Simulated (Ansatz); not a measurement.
Start of a relaxation of Sn3Ge2:

```
Sn Ge
1.0
     1.63129    0.94183   13.31944
    -1.63129    0.94183   13.31944
     0.00000   -1.88365   13.31944
Sn Ge
3 2
Direct
  0.20000 0.20000 0.20000
  0.80000 0.80000 0.80000
  0.00000 0.00000 0.00000
  0.40000 0.40000 0.40000
  0.60000 0.60000 0.60000
```

These are results of DFT PBE, scalar-relativistic, plane waves, PAW (Ansatz), not measurements. Cutoff 420 eV, Gaussian smearing, Γ-centred meshes. Cell and atoms relax first on a coarse mesh and then on a finer one. In between, the cell is made exact in the group found at 0.06 Å. In metals the finer mesh still leaves noise of several meV/atom or more. The steps can't lower the symmetry of their start. No spin polarisation.

A guess keeps its type if space group and coordination stay and the shape of the cell changes little (axis ratios within about 15 %, angles within 6°); the volume may change.

Task: Will the relaxed cell still be of the starting type?

Result: It keeps its type. The symmetry stays R-3m (No. 166). The volume per atom grows by 1.0 %, from 24.6 to 24.8 Å³. The shortest distance goes from 3.26 Å (Sn–Ge, Ge–Ge and Sn–Sn) to 3.11 Å (Sn–Ge). The ratio c/a of the conventional cell changes by a factor of 0.94. Counting neighbours within 15 % of an atom's shortest distance, the start has Ge 12, Sn 12 and the end Ge 12, Sn 12.

The last run used a 12×12×12 mesh for its 5-atom cell and Gaussian smearing of 0.10 eV. Symmetry constrained the relaxation, so the result can be a saddle point. Another cell of Sn3Ge2 relaxed alike, in I4/mmm, lies 26 meV/atom lower, so this cell isn't the stable form at this level.
